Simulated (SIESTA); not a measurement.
Runs of SIESTA 5.4.2 on BaTiO3. Symmetry: P4mm, No. 99, tetragonal system. Conventional cell: a = 4.000 Å, b = 4.000 Å, c = 4.018 Å, α = 90.00°, β = 90.00°, γ = 90.00°. Around Ba (site symmetry 4mm) lie 12 O at 2.79 to 2.88 Å. Ti (site symmetry 4mm) has 6 O at 1.89 to 2.13 Å as nearest neighbours. O (site symmetry 2mm) is surrounded by 2 Ti at 2.00 Å. O (site symmetry 4mm) has 2 Ti at 1.89 to 2.13 Å as nearest neighbours. 

```tsv
task	level	potentials or basis	k mesh	gap on the mesh (eV)	pressure (GPa)	V0 of scaled cells (Å³/atom)	B0 (GPa)	largest force (eV/Å)
equation of state	PBEsol	PseudoDojo 0.4 standard (PBEsol files), DZP (energy shift 0.003 Ry; two zetas on semicore shells; d shell added on Ba)	7 × 7 × 7	-	-	(a)	178	-
band structure	PBEsol	PseudoDojo 0.4 standard (PBEsol files), DZP (energy shift 0.003 Ry; two zetas on semicore shells; d shell added on Ba)	7 × 7 × 7	1.77	-1.7	-	-	0.26
equation of state	LDA	PseudoDojo 0.4 standard (LDA files), DZP (energy shift 0.003 Ry; two zetas on semicore shells; d shell added on Ba)	5 × 5 × 5	-	-	12.41	194	-
single point	PBEsol	PseudoDojo 0.4 standard (PBEsol files), DZP (energy shift 0.003 Ry; two zetas on semicore shells; d shell added on Ba)	7 × 7 × 7	1.77	-1.7	-	-	0.26
```

Alike in all rows: no spin polarisation; cell as given; smearing fermi-dirac 0.05 eV; grid cutoff 800 Ry; energy shift 0.003 Ry.

Question: Estimate the missing entries.

Answer: (a) 12.73.

Caveats: this set's barium file shifts pressures by up to 1 GPa against other sets; the basis of atomic orbitals isn't converged, which shifts pressures, moduli and gaps; the cell was scaled at fixed shape and fractional positions, which overstates the stiffness of a crystal with free parameters, most of all of layers and chains (some runs); spin-orbit coupling is left out, which moves the levels of the heavy elements (some runs); the mesh misses the band edges, which the band path finds closer together (some runs); an odd mesh through Γ misses points on the zone boundary, where band edges often lie (some runs).

A k mesh can miss the band edges, and the runs leave out spin-orbit coupling on Ba.
